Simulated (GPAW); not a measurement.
# GaN (F-43m) in GPAW: further runs, part 2 of 2

GPAW 26.7.0.

### 3 Band structure, PBE, spin-orbit coupling, no magnetisation

File run.py:

```python
import numpy as np
from ase import Atoms
from ase.dft.bandgap import bandgap
from ase.io import write
from ase.units import GPa
from gpaw import GPAW, PW
from gpaw.spinorbit import soc_eigenstates

atoms = Atoms(['Ga', 'N'],
              cell=[[0.0, 2.2535006075, 2.2535006075],
                    [2.2535006075, 0.0, 2.2535006075],
                    [2.2535006075, 2.2535006075, 0.0]],
              scaled_positions=[[0.0, 0.0, 0.0],
                                [0.25, 0.25, 0.25]],
              pbc=True)

calc = GPAW(mode=PW(800),
            xc='PBE',
            kpts={'size': (10, 10, 10), 'gamma': True},
            occupations={'name': 'fermi-dirac', 'width': 0.05},
            nbands=11,
            convergence={'density': 1e-05, 'energy': 1e-05},
            maxiter=150,
            txt='gpaw.txt')
atoms.calc = calc
energy = atoms.get_potential_energy()
forces = atoms.get_forces()
stress = atoms.get_stress()
calc.write('gs.gpw')
write('result.traj', atoms)
print(f'Energy: {energy:.6f} eV')
print('Forces (eV/A):')
print(forces.round(4))
print('Stress (GPa):', (stress / GPa).round(3))
print('Fermi level:', round(calc.get_fermi_level(), 4), 'eV')
print(f'Gap: {bandgap(calc)[0]:.4f} eV, direct: {bandgap(calc, direct=True)[0]:.4f} eV')

path = atoms.cell.bandpath('GXWKGLUWLK,UX', npoints=80, eps=1e-4)
bs_calc = calc.fixed_density(kpts=path, symmetry='off', nbands=19,
                             convergence={'bands': 'CBM+6.0', 'eigenstates': 1e-6}, txt='bands.txt')
bs = bs_calc.band_structure()
bs.write('bs.json')
print(f'Gap on the path: {bandgap(bs_calc)[0]:.4f} eV')

soc = soc_eigenstates(bs_calc, theta=54.7, phi=45)
np.savetxt('soc_bands.dat', soc.eigenvalues(), fmt='%.4f')
mesh = soc_eigenstates('gs.gpw', theta=54.7, phi=45)
np.savetxt('soc_mesh.dat', mesh.eigenvalues(), fmt='%.4f')
print('Fermi level with spin-orbit coupling:', round(mesh.fermi_level, 4), 'eV')
```

Potentials or basis: GPAW PAW data sets (gpaw-data 1.2.1), pw.

On the command line:

```
$ OMP_NUM_THREADS=1 python run.py
```

Wall time 22 s (1 thread of Intel Xeon Platinum 8488C (Sapphire Rapids), shared host); peak memory 0.25 GiB.

It converged, with:

```yaml
Free_energy: -12.0823 eV
Pressure: 12.6 GPa
Band_gap_on_the_k_mesh: 1.83 eV, direct
Band_gap_along_the_path: 1.83 eV, direct
```

Levels at the corners of the path, in eV from the valence-band top:
```tsv
point	band 4	band 5	band 6	band 7	band 8	band 9	band 10	band 11	band 12
Γ	-0.03	0.00	0.00	0.00	0.00	1.83	1.83	10.18	10.18
X	-6.18	-2.68	-2.68	-2.63	-2.63	3.39	3.39	6.76	6.76
W	-5.63	-3.77	-3.76	-3.60	-3.55	6.29	6.30	8.50	8.51
K	-5.82	-4.28	-4.24	-2.15	-2.14	5.06	5.06	7.97	7.97
Γ	-0.03	0.00	0.00	0.00	0.00	1.83	1.83	10.18	10.18
L	-6.99	-0.98	-0.98	-0.94	-0.94	4.74	4.74	8.81	8.81
U	-5.82	-4.28	-4.24	-2.15	-2.14	5.06	5.06	7.97	7.97
W	-5.63	-3.77	-3.76	-3.60	-3.55	6.29	6.30	8.50	8.51
L	-6.99	-0.98	-0.98	-0.94	-0.94	4.74	4.74	8.81	8.81
K	-5.82	-4.28	-4.24	-2.15	-2.14	5.06	5.06	7.97	7.97
U	-5.82	-4.28	-4.24	-2.15	-2.14	5.06	5.06	7.97	7.97
X	-6.18	-2.68	-2.68	-2.63	-2.63	3.39	3.39	6.76	6.76
```

Caveat: spin-orbit coupling was added after a scalar SCF, so levels and gaps hold it while energy, forces, pressure and moments don't; this program's spin-orbit splittings come out too wide for heavy elements.

### 4 Band structure, MS2, spin-orbit coupling, no magnetisation

Changes to run.py since step 3:

```diff
@@ -1,5 +1,4 @@
 import numpy as np
-from ase import Atoms
 from ase.dft.bandgap import bandgap
-from ase.io import write
+from ase.io import read, write
 from ase.units import GPa
@@ -8,12 +7,6 @@
 
-atoms = Atoms(['Ga', 'N'],
-              cell=[[0.0, 2.2535006075, 2.2535006075],
-                    [2.2535006075, 0.0, 2.2535006075],
-                    [2.2535006075, 2.2535006075, 0.0]],
-              scaled_positions=[[0.0, 0.0, 0.0],
-                                [0.25, 0.25, 0.25]],
-              pbc=True)
+atoms = read('GaN.xyz')
 
 calc = GPAW(mode=PW(800),
-            xc='PBE',
+            xc='MGGA_X_MS2+GGA_C_REGTPSS',
             kpts={'size': (10, 10, 10), 'gamma': True},
@@ -44,5 +37,5 @@
 
-soc = soc_eigenstates(bs_calc, theta=54.7, phi=45)
+soc = soc_eigenstates(bs_calc, theta=54.7, phi=45, ignore_xc_potential=True)
 np.savetxt('soc_bands.dat', soc.eigenvalues(), fmt='%.4f')
-mesh = soc_eigenstates('gs.gpw', theta=54.7, phi=45)
+mesh = soc_eigenstates('gs.gpw', theta=54.7, phi=45, ignore_xc_potential=True)
 np.savetxt('soc_mesh.dat', mesh.eigenvalues(), fmt='%.4f')
```

File GaN.xyz:

```xyz
2
Lattice="0.0000000000 2.2535006075 2.2535006075 2.2535006075 0.0000000000 2.2535006075 2.2535006075 2.2535006075 0.0000000000" Properties=species:S:1:pos:R:3 pbc="T T T"
Ga     0.0000000000      0.0000000000      0.0000000000
N      1.1267503038      1.1267503038      1.1267503038
```

On the command line:

```
$ OMP_NUM_THREADS=1 python run.py
```

Run time: 67 s. Hardware: 1 thread of Intel Xeon Platinum 8488C (Sapphire Rapids), shared host; peak memory 0.31 GiB.

It converged, with:

| Item | Value |
| --- | --- |
| Free energy | -14.9628 eV |
| Pressure | 7.2 GPa |
| Band gap on the k mesh | 1.83 eV, direct |
| Band gap along the path | 1.83 eV, direct |

Levels at the corners of the path, in eV from the valence-band top:
```tsv
point	band 6	band 7	band 8	band 9	band 10	band 11
Γ	0.00	0.00	0.00	1.83	1.83	10.58
X	-2.73	-2.68	-2.68	3.48	3.48	7.10
W	-3.82	-3.66	-3.60	6.48	6.48	8.99
K	-4.30	-2.19	-2.18	5.22	5.22	8.38
Γ	0.00	0.00	0.00	1.83	1.83	10.58
L	-1.00	-0.96	-0.96	4.97	4.97	9.10
U	-4.30	-2.19	-2.18	5.22	5.22	8.38
W	-3.82	-3.66	-3.60	6.48	6.48	8.99
L	-1.00	-0.96	-0.96	4.97	4.97	9.10
K	-4.30	-2.19	-2.18	5.22	5.22	8.38
U	-4.30	-2.19	-2.18	5.22	5.22	8.38
X	-2.73	-2.68	-2.68	3.48	3.48	7.10
```

Caveat: spin-orbit coupling was added after a scalar SCF, so levels and gaps hold it while energy, forces, pressure and moments don't; this program's spin-orbit splittings come out too wide for heavy elements; the PAW data sets were made with another functional, which shifts forces and pressure a little.

### 5 Band structure, optB88-vdW, spin-orbit coupling, no magnetisation

File run.py:

```python
import numpy as np
from ase import Atoms
from ase.dft.bandgap import bandgap
from ase.io import write
from gpaw import GPAW, PW
from gpaw.spinorbit import soc_eigenstates

atoms = Atoms(['Ga', 'N'],
              cell=[[0.0, 2.2535006075, 2.2535006075],
                    [2.2535006075, 0.0, 2.2535006075],
                    [2.2535006075, 2.2535006075, 0.0]],
              scaled_positions=[[0.0, 0.0, 0.0],
                                [0.25, 0.25, 0.25]],
              pbc=True)

calc = GPAW(mode=PW(800),
            xc={'name': 'optB88-vdW', 'backend': 'libvdwxc'},
            kpts={'size': (10, 10, 10), 'gamma': True},
            occupations={'name': 'fermi-dirac', 'width': 0.05},
            nbands=11,
            convergence={'density': 1e-05, 'energy': 1e-05},
            maxiter=150,
            legacy_gpaw=True,
            txt='gpaw.txt')
atoms.calc = calc
energy = atoms.get_potential_energy()
forces = atoms.get_forces()
calc.write('gs.gpw')
write('result.traj', atoms)
print(f'Energy: {energy:.6f} eV')
print('Forces (eV/A):')
print(forces.round(4))
print('Fermi level:', round(calc.get_fermi_level(), 4), 'eV')
print(f'Gap: {bandgap(calc)[0]:.4f} eV, direct: {bandgap(calc, direct=True)[0]:.4f} eV')

path = atoms.cell.bandpath('GXWKGLUWLK,UX', npoints=80, eps=1e-4)
bs_calc = calc.fixed_density(kpts=path, symmetry='off', nbands=19,
                             convergence={'bands': 'CBM+6.0', 'eigenstates': 1e-6}, txt='bands.txt')
bs = bs_calc.band_structure()
bs.write('bs.json')
print(f'Gap on the path: {bandgap(bs_calc)[0]:.4f} eV')

soc = soc_eigenstates(bs_calc, theta=90, phi=45)
np.savetxt('soc_bands.dat', soc.eigenvalues(), fmt='%.4f')
mesh = soc_eigenstates('gs.gpw', theta=90, phi=45)
np.savetxt('soc_mesh.dat', mesh.eigenvalues(), fmt='%.4f')
print('Fermi level with spin-orbit coupling:', round(mesh.fermi_level, 4), 'eV')
```

On the command line:

```
$ OMP_NUM_THREADS=1 python run.py
```

Wall time 22 s (1 thread of Intel Xeon Platinum 8488C (Sapphire Rapids), shared host); peak memory 0.27 GiB.

It converged, with:

```
Free energy             : -36.8286 eV
Band gap on the k mesh  : 1.93 eV, direct
Band gap along the path : 1.93 eV, direct
```

Levels at the corners of the path, in eV from the valence-band top:
```tsv
point	band 6	band 7	band 8	band 9	band 10	band 11
Γ	0.00	0.00	0.00	1.93	1.93	10.18
X	-2.65	-2.60	-2.60	3.50	3.50	6.77
W	-3.72	-3.55	-3.50	6.36	6.37	8.45
K	-4.18	-2.12	-2.12	5.15	5.15	7.95
Γ	0.00	0.00	0.00	1.93	1.93	10.18
L	-0.97	-0.93	-0.93	4.79	4.79	8.86
U	-4.18	-2.12	-2.12	5.15	5.15	7.95
W	-3.72	-3.55	-3.50	6.36	6.37	8.45
L	-0.97	-0.93	-0.93	4.79	4.79	8.86
K	-4.18	-2.12	-2.12	5.15	5.15	7.95
U	-4.18	-2.12	-2.12	5.15	5.15	7.95
X	-2.65	-2.60	-2.60	3.50	3.50	6.77
```

Caveat: spin-orbit coupling was added after a scalar SCF, so levels and gaps hold it while energy, forces, pressure and moments don't; this program's spin-orbit splittings come out too wide for heavy elements; the PAW data sets were made with another functional, which shifts forces and pressure a little.

### 6 Summary

```csv
level,spin axis theta (degrees),older calculator (legacy_gpaw),gap on the mesh (eV),pressure (GPa)
PBE,54.7,-,1.83,12.6
MS2,54.7,-,1.83,7.2
optB88-vdW,90,yes,1.93,-
```

Alike in all rows: task band structure; potentials or basis GPAW PAW data sets (gpaw-data 1.2.1), pw; spin SOC, no magnetisation; cell as given; k mesh 10 × 10 × 10; cutoff (eV) 800; smearing fermi-dirac 0.05 eV.

On the cell as given the gap runs from 1.83 eV (MS2) to 1.93 eV (optB88-vdW).

Caveats: spin-orbit coupling was added after a scalar SCF, so levels and gaps hold it while energy, forces, pressure and moments don't; this program's spin-orbit splittings come out too wide for heavy elements; the PAW data sets were made with another functional, which shifts forces and pressure a little (some runs).

Total energies depend on the potentials used, so only differences within one code and one set of settings carry meaning.

### 7 Comparison with measurements

Step 3. A measured gap of GaN is 3.299 eV (direct; 0 K; a printed reference work, textbook); the calculated 1.83 eV misses it by -1.47 eV. The value is that of PBE, without temperature or zero-point motion. Semilocal functionals fall short of measured gaps as a rule. The cell is a database's relaxed one, not the measured one, which moves gaps too.

Step 4. A measured gap of GaN is 3.299 eV (direct; 0 K; a printed reference work, textbook); the calculated 1.83 eV misses it by -1.47 eV. The value is that of MS2, without temperature or zero-point motion. The cell is a database's relaxed one, not the measured one, which moves gaps too.

Step 5. Against the measured gap of GaN, 3.299 eV (direct; 0 K; a printed reference work, textbook), the calculated 1.93 eV is off by -1.37 eV. The value is that of optB88-vdW, without temperature or zero-point motion. The cell is a database's relaxed one, not the measured one, which moves gaps too.
